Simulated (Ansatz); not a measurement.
# MgO: the cost of one run

Program: Ansatz 0.2.0. Level of theory: DFT PBE, scalar-relativistic, plane waves, PAW. These are calculated values, not measurements.

5 further runs of the same task are left out: 4 that didn't finish, 1 set aside as unsound or not needed.

## Step 1: The structure to begin with

Symmetry: P-6m2, No. 187, hexagonal system. The conventional cell has a = 2.938 Å, b = 2.938 Å, c = 2.680 Å, α = 90.00°, β = 90.00°, γ = 120.00°. Around Mg (site symmetry -6m2) lie 6 O at 2.16 Å. Around O (site symmetry -6m2) lie 6 Mg at 2.16 Å.

Coordinates:

```xyz
8
Lattice="1.4689 2.5441 2.6798 -1.4689 -2.5441 2.6798 4.4066 -2.5441 0.0000" Properties=species:S:1:pos:R:3 pbc="T T T"
Mg    0.0000    0.0000    2.6798
Mg    1.4689   -2.5441    2.6798
Mg    2.9377    0.0000    2.6798
Mg    0.0000    0.0000    0.0000
O     1.4689   -0.8480    4.0197
O     2.9377   -3.3922    4.0197
O     2.9377   -3.3922    1.3399
O     1.4689   -0.8480    1.3399
```

It goes back to an entry of the Materials Project, which need not be the stable form.

It is built from the cell relaxed beforehand with the same method (10.01 Å³/atom).

## Step 2: The reference: the undisturbed cell on the scan's mesh

Contents of input.yaml:

```yaml
crystal:
  lattice:
    - [1.468862238, 2.5441440255, 2.6797873418]
    - [-1.468862238, -2.5441440255, 2.6797873418]
    - [4.4065867139, -2.5441440255, 0.0]
  atoms:
    - { symbol: Mg, position: [0.5, 0.5, 0.0] }
    - { symbol: Mg, position: [0.25, 0.75, 0.5] }
    - { symbol: Mg, position: [0.75, 0.25, 0.5] }
    - { symbol: Mg, position: [0.0, 0.0, 0.0] }
    - { symbol: O, position: [0.75, 0.75, 0.3333333333] }
    - { symbol: O, position: [0.5, 1.0, 0.8333333333] }
    - { symbol: O, position: [0.0, 0.5, 0.8333333333] }
    - { symbol: O, position: [0.25, 0.25, 0.3333333333] }
basis:
  ecutwfc: 420
kpoints:
  mp_grid: { grid: [6, 6, 6] }
hamiltonian:
  xc: pbe
scf:
  occupations: { method: gaussian, width: 0.05 }
output:
  forces: true
  stress: true
  eigenvalues: true
  write_density: true
  write_potential: true
  elf: true
  volumetric_format: npy
```

On the command line:

```console
> ansatz run input.yaml --threads 1 --pin off --max-ram 2560MiB --backend cpu --events-out ev --progress --plain --runs-dir out
```

What time and memory should one allow on 1 thread of Intel Xeon 6975P-C (Granite Rapids), shared host?

About 7.6 s, with a peak of 0.43 GiB.
